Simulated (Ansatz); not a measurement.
Born–Oppenheimer molecular dynamics of a periodic cell of 20 atoms, Al (surface Al(100)). It starts from a partly relaxed structure (largest force component 0.07 eV/Å).

Theory: Ansatz, DFT PBE-D3(BJ), scalar-relativistic, plane waves, PAW. Settings: cutoff 420 eV, k mesh 3x3x1, fermi-dirac smearing 0.1 eV, no spin polarisation.

```
ensemble        : NVT, Nosé–Hoover chain
time step       : 3 fs
steps asked     : 70
set temperature : 1200 K
thermostat      : time constant 200 fs, chain length 5
atoms held      : 1 to 4
seed            : 950685
```

First frame:

```xyz
20
Lattice="5.7276 0.0000 0.0000 0.0000 5.7276 0.0000 0.0000 0.0000 21.1000" Properties=species:S:1:pos:R:3
Al 0.000 0.000 1.000
Al 2.864 0.000 1.000
Al 0.000 2.864 1.000
Al 2.864 2.864 1.000
Al 1.432 1.432 2.989
Al 4.296 1.432 2.989
Al 1.432 4.296 2.989
Al 4.296 4.296 2.989
Al 0.000 0.000 4.975
Al 2.864 0.000 4.975
Al 0.000 2.864 4.975
Al 2.864 2.864 4.975
Al 1.432 1.432 6.950
Al 4.296 1.432 6.950
Al 1.432 4.296 6.950
Al 4.296 4.296 6.950
Al 0.000 0.000 8.909
Al 2.864 0.000 8.909
Al 0.000 2.864 8.909
Al 2.864 2.864 8.909
```

Q: What does the run give?

A: The run went to its last step.

```
steps done                                               : 70
time covered                                             : 210 fs
mean temperature over the second half                    : 689 K
spread of the potential energy over the second half      : 17.2 meV per atom
mean potential energy of the second half above the start : 72.1 meV per atom
```

The conserved energy stayed within 0.37 meV per atom of its start (net change 0.33 meV per atom), so the integration is sound. The mean temperature of the second half is 43 % below the set value. A run of 0.21 ps of so small a system gives no equilibrium averages. Limits of this set-up: coarse k mesh, thin slab, slab without dipole correction.

Q: What happens to the structure?

A: Mean squared displacements from the first frame to the last: Al 0.24 Å². The details hang on the random start.

Q: How do temperature and energy run in time?

A: 
```
time (fs)  T (K)  potential energy less start (eV)  conserved less start (meV/atom)
      0.0   1200                             0.000                             0.00
      9.0   1061                             0.288                             0.08
     18.0    743                             0.951                             0.25
     27.0    462                             1.538                             0.37
     36.0    368                             1.734                             0.33
     45.0    425                             1.621                             0.23
     54.0    505                             1.464                             0.19
     63.0    543                             1.400                             0.20
     72.0    545                             1.413                             0.22
     81.0    538                             1.446                             0.24
     90.0    548                             1.448                             0.26
     99.0    593                             1.381                             0.25
    108.0    654                             1.285                             0.20
    117.0    668                             1.290                             0.17
    126.0    604                             1.461                             0.23
    135.0    540                             1.629                             0.34
    144.0    605                             1.529                             0.33
    153.0    792                             1.187                             0.21
    162.0    946                             0.923                             0.14
    171.0    955                             0.965                             0.16
    180.0    826                             1.287                             0.23
    189.0    644                             1.709                             0.30
    198.0    516                             2.006                             0.35
    207.0    512                             2.043                             0.34
```

Run time: 11 min on 1 thread of Arm Neoverse V2, with other jobs on the host, peak memory 0.71 GiB.
